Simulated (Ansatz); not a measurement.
# Σ11 (113) boundary in fcc Rh with Si (substitutional): structure and resistance, part 2 of 2

How much does the Σ11 (113) boundary in fcc Rh with Si (substitutional) reflect electrons?

Ansatz 0.2.0; Ansatz plane-wave DFT, PBE, PAW files; relaxation of a bicrystal slab with its lowest layers held; PAW set soft_1 (the session's first sound run).

So far. Step 2 (Relaxing the bicrystal): The largest force component on a free atom ends at 0.019 eV/Å, under the tolerance of 0.03, after 13 steps.

### 3. Transmission across the boundary

Bulk layers of each grain are laid under and over the relaxed boundary, and a lead is named in the middle of each, away from the free faces. The mesh across the current, 24×24, is finer than the density's, because channels open and close sharply across the zone. Energies from -0.1 to 0.1 eV in steps of 0.05 eV are too few for the program's thermal sum, so it prints no conductance; for a metal the transmission near the Fermi level serves, at a fraction of the cost.

This step: Ansatz plane-wave DFT, PBE, PAW files; ballistic transport by layer matching (Landauer), zero bias; boundary relaxed in a short slab, bulk layers laid on; PAW set soft_1 (Ansatz 0.2.0).

System of this step: Σ11 (113) boundary in fcc Rh with Si (substitutional). The cell holds 38 atoms: 37 Rh and 1 Si. Cell: a = 2.689 Å, b = 4.658 Å, c = 50.544 Å, α = 90.0°, β = 90.0°, γ = 73.2°. It derives from Rh. Regions: lower grain, 15 atoms (15 Rh); boundary, 11 atoms (10 Rh and 1 Si); upper grain, 12 atoms (12 Rh). Vacuum lies along c.

Input file input.yaml:

```yaml
crystal:
  lattice:
    - [2.6891977995, 0.0, 0.0]
    - [1.3445988998, 4.459530044, 0.0]
    - [0.0, 0.0, 50.5436917205]
  atoms:
    - { symbol: Rh, position: [5.4545454547, -10.9090909091, 0.0791394507] }
    - { symbol: Rh, position: [5.181818182, -10.3636363637, 0.1018263134] }
    - { symbol: Rh, position: [4.9090909092, -9.8181818182, 0.1245131761] }
    - { symbol: Rh, position: [4.6363636365, -9.2727272728, 0.1472000388] }
    - { symbol: Rh, position: [4.3636363638, -8.7272727273, 0.1698869015] }
    - { symbol: Rh, position: [4.090909091, -8.1818181819, 0.1925737642] }
    - { symbol: Rh, position: [3.8181818183, -7.6363636364, 0.2152606269] }
    - { symbol: Rh, position: [3.5454545456, -7.090909091, 0.2379474896] }
    - { symbol: Rh, position: [3.2727272728, -6.5454545455, 0.2606343523] }
    - { symbol: Rh, position: [3.0000000001, -6.0, 0.2833212151] }
    - { symbol: Rh, position: [2.7272727273, -5.4545454546, 0.3060080778] }
    - { symbol: Rh, position: [2.4545454546, -4.9090909091, 0.3286949405] }
    - { symbol: Rh, position: [2.1818181819, -4.3636363637, 0.3513818032] }
    - { symbol: Rh, position: [1.9090909091, -3.8181818182, 0.3740686659] }
    - { symbol: Rh, position: [1.6363636364, -3.2727272728, 0.3967555286] }
    - { symbol: Rh, position: [0.3636363636, 0.2727272727, 0.4194423913] }
    - { symbol: Rh, position: [0.0922639771, 0.8154720458, 0.4424650765] }
    - { symbol: Rh, position: [0.8188656574, 0.3622686853, 0.4651600489] }
    - { symbol: Rh, position: [0.5456803878, 0.9086392244, 0.4892923014] }
    - { symbol: Rh, position: [0.2782450356, 0.4435099288, 0.5107705155] }
    - { symbol: Si, position: [-0.0273345521, 0.0546691041, 0.5316210632] }
    - { symbol: Rh, position: [0.1912244213, 0.6175511573, 0.5586216754] }
    - { symbol: Rh, position: [0.4620545964, 1.0758908072, 0.5772886396] }
    - { symbol: Rh, position: [0.7420588473, 0.5158823053, 0.6028130949] }
    - { symbol: Rh, position: [0.0130653464, 0.9738693072, 0.6254578995] }
    - { symbol: Rh, position: [0.2851086856, 0.4297826288, 0.6486181968] }
    - { symbol: Rh, position: [1.5578359583, -3.1156719166, 0.6713050595] }
    - { symbol: Rh, position: [1.8305632311, -3.6611264621, 0.6939919222] }
    - { symbol: Rh, position: [2.1032905038, -4.2065810075, 0.7166787849] }
    - { symbol: Rh, position: [2.3760177765, -4.752035553, 0.7393656477] }
    - { symbol: Rh, position: [2.6487450493, -5.2974900984, 0.7620525104] }
    - { symbol: Rh, position: [2.921472322, -5.8429446439, 0.7847393731] }
    - { symbol: Rh, position: [3.1941995947, -6.3883991893, 0.8074262358] }
    - { symbol: Rh, position: [3.4669268675, -6.9338537348, 0.8301130985] }
    - { symbol: Rh, position: [3.7396541402, -7.4793082803, 0.8527999612] }
    - { symbol: Rh, position: [4.012381413, -8.0247628257, 0.8754868239] }
    - { symbol: Rh, position: [4.2851086857, -8.5702173712, 0.8981736866] }
    - { symbol: Rh, position: [4.5578359584, -9.1156719166, 0.9208605493] }
kpoints:
  mp_grid: { grid: [10, 10, 1] }
hamiltonian:
  xc: pbe
  pseudopotentials: { kind: paw, azcp: { folder: soft_1 } }
scf:
  occupations: { method: fermi_dirac, width: 0.1 }
output:
  transmission:
    leads: [[8, 9], [30, 31]]
    kmesh: [24, 24]
    e_range: [-0.1, 0.1]
    de: 0.05
  write_potential: true
  write_density: true
  volumetric_format: npy
  elf: true
```

Run with:

```
$ ansatz run input.yaml --threads 4 --pin off --max-ram 15360MiB --backend cpu --events-out ev --progress --plain --runs-dir out
```

Numbers of over 12 decimals in the logs are rounded to 6 here.

What it wrote:

```text
[...]
Crystal: 38 atoms, lattice volume = 606.148 Å³
Basis set: ecut = 420 eV, 11935 PW (Γ)
Bands: 380, of which v1, the nominal top of the filled ones, is band 317 counted from 1 (316 counted from 0)
Symmetry: 2 space group operations
[...]
k-points: 31 of 100 (time reversal used)
[...]
SCF iter   1: F=—  HF=-237559.603463 eV  |F-HF|=—  |Δ(HF+E_count)|=         —  Δρ=9.96e-2  dr2=1.40e2  ethr=3.10e-3  ⟨swp⟩=6.0  Hψ=39080  notcnv=0  defer=362
[...]
SCF iter  13: F=-237542.294214 eV  HF=-237542.294214 eV  |F-HF|=1.47e-8  |Δ(HF+E_count)|=  2.33e-10  Δρ=8.75e-7  dr2=1.52e-8  ethr=1.58e-11  ⟨swp⟩=2.1  Hψ=17788  notcnv=0
SCF 1 converged in 13 iterations: F = -237542.294214 eV  dr2 = 1.52e-8
[...]
transmission: 1021 of 10205 steps passed
transmission: 2041 of 10205 steps passed
[...]
transmission: 10205 of 10205 steps passed
WARN: The output density's exchange-correlation potential varies sharply where the density is thin. Do not read a vacuum level from v_tot or v_xc, or from such a field of the output density. On a cell that repeats whose density bears no net charge and no dipole along the vacuum's axis use v_es (v_loc + v_h of the components); under efield.dipole_correction with no amplitude use v_es + v_field, which holds any externa [...]
SCF converged after 13 iterations
Free energy (F): -237542.294214 eV
[...]
Internal energy: -237540.556189 eV  (E = F + TS)
E sigma→0 (E₀):  -237541.425201 eV
Entropy (-TS):   -1.738025 eV (-45.738 meV/atom)
Fermi energy:    18.387734 eV
[...]
--- Band table (eV; the first three rows and the last of 31) ---
  k-point 0: bands = [... 313 lower, 17.7759, 17.8669, 17.9754, 17.9873, 18.1182, 18.1727, 18.2060, 18.2798, ... 59 higher]
  k-point 1: bands = [... 313 lower, 17.8128, 17.8807, 17.9485, 17.9646, 17.9755, 18.0352, 18.0760, 18.1267, ... 59 higher]
  k-point 2: bands = [... 313 lower, 17.8211, 17.8678, 17.8958, 17.9277, 17.9945, 18.0131, 18.0725, 18.1168, ... 59 higher]
  k-point 30: bands = [... 313 lower, 18.9390, 18.9510, 18.9683, 18.9785, 19.0221, 19.0337, 19.0568, 19.0716, ... 59 higher]
--- Transmission ---
  basis      : 107 plane waves across, 65 finite elements along
  points     : 157, standing for a mesh of 24 x 24
  energies   : 5 from -0.100000 to 0.100000 eV about the Fermi level, 0.050000 eV apart; the leads are filled to 0.000000 eV, and channels, transmission and decay are at 0.000000 eV
  crystal 0  : Rh2, at the sites [8, 9], period 2.2934 Å, over 18.35 Å; its Hamiltonian steps by up to 17.4 meV
    offset         : up to 0.0000 Å between an atom of the period and one for which it stands
    channels       : 3.583333e0 a spin
    conductance    : none, the energies end too early or step too widely for 300 K: set another output.transmission.e_range or a lower de, or, where they end at an eighth of basis.ecutwfc, a higher one
[...]
channels       : 3.576389e0 a spin
[...]
junction   : crystal 0 to crystal 1, 12.60 to 37.94 Å
    transmission   : 1.298324e0 a spin
[...]
```

The job ended after 9.4 min (4 threads of Intel Xeon Platinum 8488C (Sapphire Rapids), shared host; peak memory 9.2 GiB; 33 min of CPU time).

In the SCF lines HF is the Harris–Foulkes energy and dr2 the Hartree energy of the density residual, in eV; the loop may stop once dr2 is under the threshold and the program's other checks hold. Hψ counts applications of the Hamiltonian.

Numbers from this step:

| Property | Result |
| --- | --- |
| free energy | -237542.2942 eV |
| energy at zero smearing | -237541.4252 eV |
| Fermi energy | 18.39 eV |
| cell area | 11.99 Å² |
| transmission per spin nearest the Fermi level | 1.298 |
| open channels per spin nearest the Fermi level | 3.583 |
| open channels per spin, upper lead | 3.576 |
| step of the lead's potential | 17.4 meV |
| step of the upper lead's potential | 18.2 meV |

Per spin. Transmission, zone mean against energy, zero at the Fermi level:

```
energy (eV)  transmission, zone mean
    -0.1000                     1.36
    -0.0500                     1.33
     0.0000                     1.30
     0.0500                     1.30
     0.1000                     1.32
```

Per spin. Table of open channels, zone mean by energy, zero at the Fermi level:

```
energy (eV)  lead  upper lead
    -0.1000  3.51        3.51
    -0.0500  3.59        3.57
     0.0000  3.58        3.58
     0.0500  3.64        3.62
     0.1000  3.77        3.77
```

Transmission over k1 and k2. At 0.0000 eV from the Fermi level.

Ten even steps from '_' (0.35) to '@' (2.90):
```
%%++==++::--==::--++**%%@@##**--========::----##
==++====..--::----++**##%%##++**======--::::--++
--==--==::__::----++**####****======..::::....==
--==::**::__::::::--++****==**====--..........--
----::**::--======****====****==--......__....::
----::==..--========****--======--....____..__..
--==--==::==========**==--======::..........__..
--====++::==============..====--::..........__::
--++====::--..----======##====--::............--
==++==--::::....--======%%==----::......__....==
%%##--::::......::--====%%--::--::....____....++
%%##--..........::------%%------::..........--##
%%++....____....::--::--%%====--::......::::--##
====....__......::----==%%======--....::::--==++
----............::--====##======----..--::====++
--::__..........::--====..==============::++====
--..__..........::======--==**==========::==--==
--..__..____....--======--****========--..==::--
--::....__......--==****====****======--::**::--
----..........--====**==****++--::::::__::**::==
--==....::::..======****####**++----::__::==--==
==++--::::--======**++##%%##**++----::--..====++
%%##----::========--**##@@%%**++--::==--::++==++
%%##====::======::++**%%@@%%**++::======::====##
```
Columns: k1 (b1) from -0.5 to 0.458; rows upwards: k2 (b2) from -0.5 to 0.458.

Open channels over k1 and k2. At 0.0000 eV from the Fermi level.

Ten even steps from '_' (1.00) to '@' (7.00):
```
**++++@@----++--++**%%%%@@%%**++++++++++--**--**
++++++%%..++--++++**%%%%@@%%****++++++++++++--++
--++++%%--..++++++****%%%%%%**++++++----++--..--
--++--**--..------++**%%%%++**++++++--------..--
----****--++++++++****++******++++------..--....
------%%..--++++++++****----++++++----....--__..
--++++%%----++++++++**----------........----__..
--++++@@--++++++++++++----------........----__..
--++++**--++--++++++----++----..........----..--
++++++**++------++------++----............--..--
****--++++------..------++--..............--..++
****----------......----**----......----------**
**++..--..............--++------..------++++--**
++--..--............----++------++------++**++++
----..----..........----++----++++++--++--**++++
--..__----........----------++++++++++++--@@++++
--..__----........----------**++++++++----%%++++
--..__--....----++++++----****++++++++--..%%----
--....--..------++++******++****++++++++--****--
----..--------++++++**++%%%%**++------..--**--++
----..--++----++++++**%%%%%%****++++++..--%%++++
++++--++++++++++++****%%@@%%%%**++++--++..%%++++
****--**--++++++++++**%%@@%%%%**++--++----@@++++
****++**----++++--**%%%%@@%%%%**--++++----**++**
```
Columns: k1 (b1) from -0.5 to 0.458; rows upwards: k2 (b2) from -0.5 to 0.458.

ELF in the cb plane at fractional x = 0.973, with atoms of Rh and Si within 0.2 Å of it. It is the smooth field of the valence electrons, not physical close to the nuclei.

Values, 7 rows by 16 columns, each cell a mean:
```
0.24 0.24 0.21 0.37 0.59 0.25 0.24 0.36 0.56 0.58 0.27 0.22 0.29 0.65 0.33 0.24
0.30 0.26 0.25 0.38 0.59 0.24 0.22 0.25 0.37 0.38 0.38 0.21 0.23 0.30 0.25 0.24
0.32 0.28 0.26 0.25 0.29 0.23 0.22 0.27 0.23 0.37 0.48 0.25 0.33 0.24 0.26 0.24
0.25 0.23 0.24 0.22 0.26 0.42 0.25 0.35 0.27 0.23 0.28 0.29 0.53 0.25 0.36 0.26
0.38 0.31 0.24 0.25 0.33 0.64 0.28 0.25 0.39 0.27 0.20 0.25 0.34 0.25 0.25 0.23
0.64 0.48 0.23 0.24 0.27 0.41 0.22 0.30 0.55 0.46 0.25 0.25 0.25 0.30 0.23 0.20
0.48 0.37 0.20 0.23 0.27 0.25 0.24 0.38 0.42 0.53 0.30 0.24 0.29 0.65 0.33 0.21
```
Columns run along c (16.0 Å, from fractional 0.36 to 0.68 of the cell), rows up along b (4.7 Å). Atoms in or near the plane, at fractional coordinates: Rh at (0.37, 0.18), Si at (0.53, 0.05), Rh at (0.63, 0.97).

Electrostatic potential energy in the cb plane at fractional x = 0.973, with atoms of Rh and Si within 0.2 Å of it. With pseudopotentials it is smooth inside the atoms' cores, unlike the true potential.

Ten even steps from '0' (-45 eV) to '9' (21 eV), each cell a mean:
```
98899999973115899999996445899999998200059999
89999999961003899989999888888999999621379998
68998789972004899999999999745799999987899998
38987679986447999999999998411589999999999999
48997679999889999998778998512589855799987899
89999899999998778998546899755798522589865689
99999999899985225898657999999998522489865689
86679998889972002799888999999999855799987899
41027998889973004899999889999999999999999999
20005999999997557999997546899999999977899999
30016999999999999999984564799999999521379999
74358999998678999999984674799999997200059999
```
Columns run along c (16.0 Å, from fractional 0.36 to 0.68 of the cell; values clipped at the 3rd and 97th percentile), rows up along b (4.7 Å). Atoms in or near the plane, at fractional coordinates: Rh at (0.37, 0.18), Si at (0.53, 0.05), Rh at (0.63, 0.97).

Valence density in the cb plane at fractional x = 0.973, with atoms of Rh and Si within 0.2 Å of it. It is the smooth field of the valence electrons, not physical close to the nuclei.

Ten steps, logarithmic in the rise over the least value, from '0' (0 e/Å³) to '9' (12 e/Å³), each cell a mean:
```
22221100136875211222112112221111013799852112
21112211258997311222111122233210002578631123
52123432247986311222110112465420001234311123
63224542125664200111221013687631122211112222
63123432112222111012343113677532355421233321
32112222111123442113564211355322577632345421
22211112221136775323554210122112577632345432
34542123332247997312333210000012355421233322
68874212322136886311122211000011222211111111
79985211221124554200012211100111111234310001
69985100111122221100112001211121112578631000
46653100023443111111121001211121113799852011
```
Columns run along c (16.0 Å, from fractional 0.36 to 0.68 of the cell), rows up along b (4.7 Å). Atoms in or near the plane, at fractional coordinates: Rh at (0.37, 0.18), Si at (0.53, 0.05), Rh at (0.63, 0.97).

Over the solved energies the transmission per spin lies between 1.30 and 1.36, out of 3.62 channels of the lead on average (up to 3.77).

### 4. Specific resistance

This step: Ansatz plane-wave DFT, PBE, PAW files; ballistic transport by layer matching (Landauer), zero bias; specific resistance of the boundary; PAW set soft_1 (Ansatz 0.2.0).

This step gave:

```
area resistance                      : 0.7451 fΩ m²
T over the leads' mean channel count : 0.3650
```

Averaged over the energies near the Fermi level, 36.5 % of the channels pass, which makes 0.745 fΩ m².

By hand, with T and the leads' channels N averaged over the energies near the Fermi level: RA = A (h/2e²)(1/T − ½[1/N₁ + 1/N₂]) = 11.99×10⁻²⁰ m² × 12 906 Ω × (1/1.319 − ½[1/3.618 + 1/3.611]) = 0.745 fΩ m².

### 5. Results

| Quantity | Value |
| --- | --- |
| specific resistance of the boundary | 0.745 fΩ m² |
| share of channels that pass | 0.365 |

The boundary has a specific resistance of 0.75 fΩ m². The boundary reflects 64 % of the channels; 0.75 fΩ m² is 7.5×10⁻¹² Ω·cm². One Si in 12.0 Å² of boundary is a high coverage. In the relaxation the upper grain slid sideways by about 0.7 Å, so the result belongs to the position that it found, not to the starting one. Each plane of this narrow cell holds one atom, so the solute fills a whole plane. One starting structure was relaxed; another shift or atom count at the boundary may lie lower.

[Logs are printed without paths, hosts, clocks, repeated set-up lines and the standing remarks that a program may print on its own settings, such as how far it seeks lower states.]

[Hosts, paths, dates, database ids (printed as entryN), source tags and the programs' standing remarks are cut or masked in the printed files.]
